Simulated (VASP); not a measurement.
H5C2N, 32 atoms in the cell. The cell holds a amorphous, 32 atoms: a = 8.015 Å, b = 8.015 Å, c = 8.015 Å, α = 90.00°, β = 90.00°, γ = 90.00°. The cell was built by a generator and needn't be a form met in nature.

```yaml
Program: VASP 6.6.1
Task: single point
Functional: PBE
Dispersion: D3(BJ)
Potentials_or_basis: VASP PAW PBE potentials, release 64 (C, N, H)
Cutoff: 520 eV
k_mesh: 1 × 1 × 1
Occupations: fermi-dirac, width 0.02 eV
Spin: no spin polarisation
Dipole_correction: no
Further_INCAR_settings: LREAL = Auto; ALGO = Normal; EDIFF = 1e-06; NBANDS = 58
```

Potentials or basis: VASP PAW PBE potentials, release 64 (C, N, H).

Command:

```console
$ cat potpaw_PBE.64/C/POTCAR potpaw_PBE.64/N/POTCAR potpaw_PBE.64/H/POTCAR > POTCAR
$ mpirun -np 1 vasp_gam > vasp.out
```

Hardware: 1 thread of Intel(R) Xeon(R) Platinum 8488C (Sapphire Rapids), on a shared host.

Q: How long does it take, and how much memory?

A: It took 55 s on 1 thread of Intel(R) Xeon(R) Platinum 8488C (Sapphire Rapids), with other jobs on the host, peak memory 0.46 GiB. Counts: scf iterations 17, k points 1.
